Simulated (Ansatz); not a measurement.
## Au(100) / 1 layer Al(100) / Au(100): resistance against film thickness

Aim: what a thin film of another metal adds to the resistance, first Au(100) / 1 layer Al(100) / Au(100).

Method: Ansatz plane-wave DFT, PBE, PAW files; ballistic transport by layer matching (Landauer), zero bias, in Ansatz 0.2.0.

## Step 1: The structure

The cell holds 9 atoms: 8 Au and 1 Al. Cell: a = 2.884 Å, b = 2.884 Å, c = 18.420 Å, α = 85.5°, β = 85.5°, γ = 90.0°. It derives from Au and Al. Regions: lead, 8 atoms (8 Au); films, 1 atom (1 Al). The structure is stacked along c, and the current runs across the ab planes.

As a file:

```cif
data_structure
_symmetry_space_group_name_H-M 'P 1'
_symmetry_Int_Tables_number 1
_cell_length_a 2.8838
_cell_length_b 2.8838
_cell_length_c 18.4203
_cell_angle_alpha 85.510
_cell_angle_beta 85.510
_cell_angle_gamma 90.000
_cell_volume 152.24
loop_
_atom_site_label
_atom_site_type_symbol
_atom_site_fract_x
_atom_site_fract_y
_atom_site_fract_z
_atom_site_occupancy
Au1 Au 0.97215 0.97215 0.05569 1
Au2 Au 0.41646 0.41646 0.16708 1
Au3 Au 0.86077 0.86077 0.27846 1
Au4 Au 0.30508 0.30508 0.38985 1
Al5 Al 0.75000 0.75000 0.50000 1
Au6 Au 0.19492 0.19492 0.61015 1
Au7 Au 0.63923 0.63923 0.72154 1
Au8 Au 0.08354 0.08354 0.83292 1
Au9 Au 0.52785 0.52785 0.94431 1
```

## Step 2: With 1 layer

The film is laid into the lead at the lead's in-plane lattice, and the cell closes on the lead's own image. The mesh across the current, 26×26, is finer than the density's, because channels open and close sharply across the zone. Energies from -1 to 1 eV in steps of 0.036 eV cover the slope of the Fermi function at 300 K, so the program can form a conductance.

input.yaml reads:

```yaml
crystal:
  lattice:
    - [2.8837582304, 0.0, 0.0]
    - [0.0, 2.8837582304, 0.0]
    - [1.4418791152, 1.4418791152, 18.3070413977]
  atoms:
    - { symbol: Au, position: [0.9721538156, 0.9721538156, 0.0556923687] }
    - { symbol: Au, position: [0.4164614469, 0.4164614469, 0.1670771062] }
    - { symbol: Au, position: [0.8607690782, 0.8607690782, 0.2784618437] }
    - { symbol: Au, position: [0.3050767094, 0.3050767094, 0.3898465812] }
    - { symbol: Al, position: [0.75, 0.75, 0.5] }
    - { symbol: Au, position: [0.1949232906, 0.1949232906, 0.6101534188] }
    - { symbol: Au, position: [0.6392309218, 0.6392309218, 0.7215381563] }
    - { symbol: Au, position: [0.0835385531, 0.0835385531, 0.8329228938] }
    - { symbol: Au, position: [0.5278461844, 0.5278461844, 0.9443076313] }
kpoints:
  mp_grid: { grid: [13, 13, 2] }
hamiltonian:
  xc: pbe
scf:
  occupations: { method: fermi_dirac, width: 0.1 }
output:
  transmission: { leads: [[0, 1]], kmesh: [26, 26], e_range: [-1.0, 1.0], de: 0.036 }
  write_potential: true
  write_density: true
  volumetric_format: npy
  elf: true
```

Launch:

```bash
$ ansatz run input.yaml --threads 4 --pin off --max-ram 8192MiB --backend cpu --events-out ev --progress --plain --runs-dir out
```

Numbers of over 12 decimals in the logs are rounded to 6 here.

Log:

```text
Warning: crystal.symmetry: narrowed to the stabiliser of the k-point mesh — unitary ops 16 → 4; excluded 12 operations that carry a point of the 13×13×2 mesh (shift [0, 0, 0]) off the mesh (the run samples exactly the mesh kpoints.mp_grid names, as under crystal.symmetry.detect: false, and its converged state has the mesh's symmetry, not the crystal's; ε∞, the Born charges and the force constants of a linear response (`dielectric:` by the response, `phonons.method: dfpt`) are averaged over those of the crystal's operations that the state keeps within a tolerance, where `mesh_tensors`, `unaveraged_element` or `gamma_mean_max_change_ev_ang2` stands beside them; [rest of the remark cut]
Engine: ansatz 0.2.0, aarch64-unknown-linux-gnu
Pseudopotentials: kind: paw
Pseudopotential: Au, paw, valence charge 19, recommended cutoff 420 eV (normal), Au.paw.azcp
Pseudopotential: Al, paw, valence charge 3, recommended cutoff 420 eV (normal), Al.paw.azcp
Functional definition: PBE
  parameter kappa = 0.804
  parameter beta = 0.066725
  exchange = pbe_x(kappa = kappa, mu = beta*pi^2/3)
  correlation = pbe_c(beta = beta)
Crystal: 9 atoms, lattice volume = 152.242 Å³
Basis set: ecut = 420 eV, 2969 PW (Γ)
Bands: 93, of which v1, the nominal top of the filled ones, is band 78 counted from 1 (77 counted from 0)
Symmetry: 4 space group operations
k-points: 98 of 338
Non-local potential: Au, projectors of the file, l = 0: 3, l = 1: 2, l = 2: 2, l = 3: 1
Non-local potential: Al, projectors of the file, l = 0: 2, l = 1: 2, l = 2: 1
PAW form: soft (Blöchl's): semilocal exchange-correlation on the pseudo side does not see the compensation charge
PAW one-centre angular grid: Au, 590 points (default); XC on 64 Gauss nodes
PAW one-centre angular grid: Al, 110 points (default); XC on 64 Gauss nodes
Initial density: superposition of atomic densities (neutral atoms: chi_scale 0, normalization atom), corrected by the library's trained network
Initial wavefunctions: pseudopotential atomic-orbital guess
Functional: x = pbe(κ = 0.804, μ = 0.219515), c = pbe(β = 0.066725)
SCF iter   1: F=—  HF=-105732.454365 eV  |F-HF|=—  |Δ(HF+E_count)|=         —  Δρ=2.87e-3  dr2=1.60e-1  ethr=1.77e-3  ⟨swp⟩=5.2  Hψ=30249  notcnv=0  defer=273
preconditioner: auto → Kerker (q_TF=auto, 2.736 Å⁻¹)  [metal: Δε(μ)=0.019 eV  Ē_g=9.815 eV  σ=0.100 eV  W_gap=0.05  n_scr=54 (ndim 8)  ℏωp=28.7 eV  f_vac=0.000  D(μ)=2.62/eV (n_scr^D=10)]
SCF iter   2: F=—  HF=-105732.455568 eV  |F-HF|=—  |Δ(HF+E_count)|=   1.20e-3  Δρ=1.45e-3  dr2=7.72e-2  ethr=1.03e-4  ⟨swp⟩=1.0  Hψ=10488  notcnv=0  defer=334
SCF iter   3: F=—  HF=-105732.453907 eV  |F-HF|=—  |Δ(HF+E_count)|=   1.66e-3  Δρ=4.10e-4  dr2=1.32e-2  ethr=4.98e-5  ⟨swp⟩=1.0  Hψ=8550  notcnv=0  defer=334
SCF iter   4: F=—  HF=-105732.453384 eV  |F-HF|=—  |Δ(HF+E_count)|=   5.22e-4  Δρ=2.57e-4  dr2=7.58e-4  ethr=8.52e-6  ⟨swp⟩=1.0  Hψ=8550  notcnv=0  defer=334
SCF iter   5: F=—  HF=-105732.453387 eV  |F-HF|=—  |Δ(HF+E_count)|=   2.83e-6  Δρ=7.05e-5  dr2=6.65e-5  ethr=4.89e-7  ⟨swp⟩=1.0  Hψ=8550  notcnv=0  defer=334
SCF iter   6: F=—  HF=-105732.453391 eV  |F-HF|=—  |Δ(HF+E_count)|=   3.54e-6  Δρ=2.84e-5  dr2=5.83e-6  ethr=4.29e-8  ⟨swp⟩=1.3  Hψ=8684  notcnv=0  defer=335
SCF iter   7: F=—  HF=-105732.453390 eV  |F-HF|=—  |Δ(HF+E_count)|=   5.96e-7  Δρ=1.25e-5  dr2=2.82e-7  ethr=3.76e-9  ⟨swp⟩=2.3  Hψ=11870  notcnv=0  defer=335
SCF iter   8: F=-105732.453390 eV  HF=-105732.453390 eV  |F-HF|=8.94e-8  |Δ(HF+E_count)|=   2.66e-8  Δρ=3.68e-6  dr2=9.90e-8  ethr=6.45e-11  ⟨swp⟩=8.5  Hψ=28425  notcnv=0
SCF 1 converged in 8 iterations: F = -105732.453390 eV  dr2 = 9.90e-8
  greatest PAW one-centre occupation: 1.000 electrons in one spin orbital (limit 2), on the Au atom at site 5 (counted from 0), in its partial waves of l = 0
transmission: 515 of 5124 steps passed
transmission: 1027 of 5124 steps passed
[...]
transmission: 5124 of 5124 steps passed
SCF converged after 8 iterations
Free energy (F): -105732.453390 eV
Harris-Foulkes:  -105732.453390 eV  (|F-HF|=8.94e-8)
Internal energy: -105732.364103 eV  (E = F + TS)
E sigma→0 (E₀):  -105732.408746 eV
Entropy (-TS):   -0.089287 eV (-9.921 meV/atom)
Fermi energy:    19.570049 eV
--- Per-component energies (eV) ---
  E_band       = -1805.657603
  E_kinetic    = 4864.144039
  E_local      = -20707.973416  (includes V_loc(G=0)·N_el)
  E_nonlocal   = 601.366752
  E_hartree    = 9282.675299
  E_xc         = -1866.446254
  E_vxc        = -2234.609625  (∫ρ·V_xc dr)
  E_paw        = -78119.740893  (= ΣΔE_a)
  E_vpaw       = -2893.964094  (= ΣTr[D̂ρ^β])
  E_aug_tail   = 0.011854  (compensation charges beyond the density's cutoff)
  E_ewald      = -19786.401484
  E_smearing   = -0.089287  (= −TS)
  E_closure    = -0.000000  (closes the sum)
  Σ components = -105732.453390   (vs F -105732.453390, Δ=0.00e0)
--- Band table (eV; the first three rows and the last of 98) ---
  k-point 0: bands = [... 74 lower, 17.2568, 17.2791, 17.4352, 17.6897, 17.6898, 18.7355, 19.3314, 24.6566, ... 11 higher]
  k-point 1: bands = [... 74 lower, 17.2697, 17.2794, 17.4351, 17.5635, 17.6952, 17.6953, 20.0003, 24.0609, ... 11 higher]
  k-point 2: bands = [... 74 lower, 17.2200, 17.2248, 17.2536, 17.4711, 17.6928, 19.2728, 19.9341, 24.6330, ... 11 higher]
  k-point 97: bands = [... 74 lower, 20.0968, 21.0520, 21.5629, 21.5886, 21.6594, 21.9229, 22.4440, 23.6347, ... 11 higher]
--- Transmission ---
  basis      : 69 plane waves across, 28 finite elements along
  points     : 183, standing for a mesh of 26 x 26
  filling    : by the input's occupations and mesh, since the crystals that have channels conduct as metals do. If one of these is a semiconductor, that mesh has misplaced its level
  energies   : 56 from -1.000000 to 0.980000 eV about the Fermi level, 0.036000 eV apart; the leads are filled to 0.000000 eV, and channels, transmission and decay are at 0.008000 eV
  crystal 0  : Au1, at the sites [0, 1], period 2.0391 Å, over 16.31 Å; its Hamiltonian steps by up to 4.0 meV
    offset         : up to 0.0000 Å between an atom of the period and one for which it stands
    filled         : 30.9 meV over the level at which it is neutral
    channels       : 9.423077e-1 a spin
    conductance    : 8.8301e14 S/m² at 300 K; may be off by some 0.0 % by where its bands' edges are placed, 5.0 % from the k-mesh, 0.5 % from the distance to neutral
    slowest decay  : 0.0335 /Å at (0.4615, 0.4231)
  junction   : crystal 0 to crystal 0, 0.70 to 16.97 Å
    transmission   : 7.281782e-1 a spin
    conductance    : 6.8581e14 S/m² at 300 K (7.3154e14 on every other point, 6.8397e14 on every other energy)
    error estimate : 0.3 % from the energy spacing and 0.0 % from band edges of the leads and from resonances (wavevectors taken as independent; lower de), 6.3 % from the k-mesh, 0.7 % from the steps of its leads' Hamiltonians or their offsets (lay more layers), 0.3 % from the distance to neutral
    resistance     : 3.2565e-4 Ω µm² beyond half of each lead's own
```

Wall time 3.2 min (4 threads of Arm Neoverse V2, shared host); peak memory 1.1 GiB; 12 min of CPU time.

In the SCF lines HF is the Harris–Foulkes energy and dr2 the Hartree energy of the density residual, in eV; the loop may stop once dr2 is under the threshold and the program's other checks hold. Hψ counts applications of the Hamiltonian.

Numbers from this step:

```yaml
free_energy: -105732.4534 eV
energy_at_zero_smearing: -105732.4087 eV
fermi_energy: 19.57 eV
cell_area: 8.316 Å²
step_of_the_lead_s_potential: 4 meV
ballistic_conductance_of_the_lead: 8.83e14 S/m²
estimated_errors_of_the_lead_s_conductance: 0, 5, 0.5 % (band edges, k-mesh, distance from neutral)
lead_conductance_per_cell: 0.9477 G₀
conductance_of_the_junction: 6.86e14 S/m²
junction_conductance_per_cell: 0.7361 G₀
estimated_errors_of_the_junction_s_conductance: 0.3, 0, 6.3, 0.7, 0.3 % (energy step, band edges, k-mesh, leads' steps, distance from neutral)
area_resistance_that_the_stack_adds_contact_term_taken_off_spin_by_spin: 0.3256 fΩ m²
```

Per spin. The transmission, zone mean by energy, zero at the Fermi level:

energy (eV), transmission, zone mean and a bar from the least value:
```
   -1.000      0.651 
   -0.892      0.647 
   -0.820      0.652 #
   -0.712      0.661 ##
   -0.640      0.669 ###
   -0.532      0.689 ######
   -0.424      0.703 ########
   -0.352      0.711 #########
   -0.244      0.724 ###########
   -0.136      0.740 ##############
   -0.064      0.743 ##############
    0.008      0.728 ############
    0.044      0.739 ##############
    0.116      0.746 ###############
    0.224      0.748 ###############
    0.332      0.781 ####################
    0.404      0.773 ###################
    0.512      0.813 #########################
    0.620      0.814 #########################
    0.692      0.814 #########################
    0.800      0.819 #########################
    0.872      0.832 ###########################
    0.944      0.849 ##############################
    0.980      0.840 #############################
```

Per spin. Open channels, zone mean, lead against energy, zero at the Fermi level:

energy (eV), open channels, zone mean, lead and a bar from the least value:
```
   -1.000       0.82 
   -0.928       0.84 ###
   -0.856       0.82 #
   -0.784       0.85 ####
   -0.712       0.87 #######
   -0.676       0.87 #######
   -0.604       0.89 #########
   -0.532       0.90 ###########
   -0.460       0.90 ###########
   -0.388       0.91 #############
   -0.316       0.89 ##########
   -0.244       0.91 ############
   -0.172       0.93 ###############
   -0.100       0.93 ###############
   -0.028       0.94 ################
    0.008       0.94 ################
    0.080       0.97 ####################
    0.152       0.98 #####################
    0.224       0.98 #####################
    0.296       1.00 ########################
    0.368       0.97 ####################
    0.440       1.00 ########################
    0.512       0.99 #######################
    0.584       0.99 #######################
    0.656       1.01 ##########################
    0.692       1.01 ##########################
    0.764       1.03 ###########################
    0.836       1.01 ##########################
    0.908       1.04 ##############################
    0.980       1.04 ##############################
```

Transmission over k1 and k2. At 0.0080 eV from the Fermi level.

Ten even steps from '_' (0.00) to '@' (1.17):
```
______%%%%##########**==::..::==**##########%%%%____
____%%%%%%__**####******************####**__%%%%%%__
__%%%%%%%%%%%%%%__==++++++==++++++==__%%%%%%%%%%%%%%
__%%%%%%########%%%%%%++..__..++%%%%%%########%%%%%%
__##__%%################%%%%%%################%%__##
__##**%%######################################%%**##
__####%%##################**##################%%####
@@####__%%############**********############%%__####
++##**==%%##########**************##########%%==**##
__****++%%########******************########%%++****
__==**++++######********++++++********######++++**==
__::**++..%%####******++++==++++******####%%..++**::
__..**==__%%##********++======++********##%%__==**..
__::**++..%%####******++++==++++******####%%..++**::
__==**++++######********++++++********######++++**==
__****++%%########******************########%%++****
++##**==%%##########**************##########%%==**##
@@####__%%############**********############%%__####
__####%%##################**##################%%####
__##**%%######################################%%**##
__##__%%################%%%%%%################%%__##
__%%%%%%########%%%%%%++..__..++%%%%%%########%%%%%%
__%%%%%%%%%%%%%%__==++++++==++++++==__%%%%%%%%%%%%%%
____%%%%%%__**####******************####**__%%%%%%__
______%%%%##########**==::..::==**##########%%%%____
________________@@++______________++@@______________
```
Columns: k1 (b1) from -0.5 to 0.462; rows upwards: k2 (b2) from -0.5 to 0.462.

Open channels over k1 and k2. At 0.0080 eV from the Fermi level.

Ten even steps from '_' (0.00) to '@' (2.00):
```
______++++++++++++++++++++++++++++++++++++++++++____
____++++++++++++++++++++++++++++++++++++++++++++++__
__++++++++++++++++++++++++++++++++++++++++++++++++++
__++++++++++++++++++++++++++++++++++++++++++++++++++
__++++++++++++++++++++++++++++++++++++++++++++++++++
__++++++++++++++++++++++++++++++++++++++++++++++++++
__++++++++++++++++++++++++++++++++++++++++++++++++++
@@++++++++++++++++++++++++++++++++++++++++++++++++++
@@++++++++++++++++++++++++++++++++++++++++++++++++++
@@++++++++++++++++++++++++++++++++++++++++++++++++++
__++++++++++++++++++++++++++++++++++++++++++++++++++
__++++++++++++++++++++++++++++++++++++++++++++++++++
__++++++++++++++++++++++++++++++++++++++++++++++++++
__++++++++++++++++++++++++++++++++++++++++++++++++++
__++++++++++++++++++++++++++++++++++++++++++++++++++
@@++++++++++++++++++++++++++++++++++++++++++++++++++
@@++++++++++++++++++++++++++++++++++++++++++++++++++
@@++++++++++++++++++++++++++++++++++++++++++++++++++
__++++++++++++++++++++++++++++++++++++++++++++++++++
__++++++++++++++++++++++++++++++++++++++++++++++++++
__++++++++++++++++++++++++++++++++++++++++++++++++++
__++++++++++++++++++++++++++++++++++++++++++++++++++
__++++++++++++++++++++++++++++++++++++++++++++++++++
____++++++++++++++++++++++++++++++++++++++++++++++__
______++++++++++++++++++++++++++++++++++++++++++____
________________@@@@@@__________@@@@@@______________
```
Columns: k1 (b1) from -0.5 to 0.462; rows upwards: k2 (b2) from -0.5 to 0.462.

ELF in the ca plane at fractional y = 0.084, with atoms of Au within 0.2 Å of it. It is the smooth field of the valence electrons, not physical close to the nuclei.

Ten even steps from '0' (0.12) to '9' (0.69), each cell a mean:
```
47885200013675211124676643443111112577520001
25764111113565211124677742221111111244311111
12432112212454212224677742111111111112111111
11111123311222124443566543332111111111111111
11111124321111125653344334664211111343211111
23431123311111136763322236886310012677411111
36763112211232124653333336887310013799620001
47985100112554212333455434776210013799730001
```
Columns run along c (18.4 Å), rows up along a (2.9 Å). Atoms in or near the plane, at fractional coordinates: Au at (0.83, 0.08).

Valence density in the ca plane at fractional y = 0.084, with atoms of Au within 0.2 Å of it. It is the smooth field of the valence electrons, not physical close to the nuclei.

Values in e/Å³, 5 rows by 16 columns, each cell a mean:
```
 4  4  0  0  3  0  0  0  0  1  1  0  1  4  0  0
 1  1  0  0  1  0  0  0  0  0  0  0  0  0  0  0
 0  0  1  0  0  1  2  0  0  1  1  0  0  1  0  0
 1  1  1  0  0  1  3  0  0  5  3  0  1  5  0  0
 4  3  0  0  1  0  1  0  0  4  3  0  2 10  1  0
```
Columns run along c (18.4 Å), rows up along a (2.9 Å). Atoms in or near the plane, at fractional coordinates: Au at (0.83, 0.08).

Electrostatic potential energy in the ca plane at fractional y = 0.084, with atoms of Au within 0.2 Å of it. With pseudopotentials it is smooth inside the atoms' cores, unlike the true potential.

Ten even steps from '0' (-30 eV) to '9' (22 eV), each cell a mean:
```
61004999997214899999988998657999998300489999
84126999997324899999877899999999999855799999
98678998998656899899888899999999999999999999
99999987899989986579988998778999999999999999
99999986789999973248999996225899999756899999
97679987899999973137999983002799998301599999
73127999999888985348999983001799997100289999
60005999998546898779999995103899997100289999
```
Columns run along c (18.4 Å; values clipped at the 3rd and 97th percentile), rows up along a (2.9 Å). Atoms in or near the plane, at fractional coordinates: Au at (0.83, 0.08).

The lead's potential steps by 4 meV from period to period, small in itself. The program estimates the junction's conductance to 6.3 % from the k-mesh, 0.3 % from the leads' distance from neutral and 0.7 % from their steps.

By hand: 1/G − 1/G_lead = 1/0.6858 − 1/0.8830 = 0.326 fΩ m² with G in 10¹⁵ S/m².

(Continued in part 2 of 2.)

[Logs are printed without paths, hosts, clocks, repeated set-up lines and the standing remarks that a program may print on its own settings, such as how far it seeks lower states.]

[Hosts, paths, dates, database ids (printed as entryN), source tags and the programs' standing remarks are cut or masked in the printed files.]
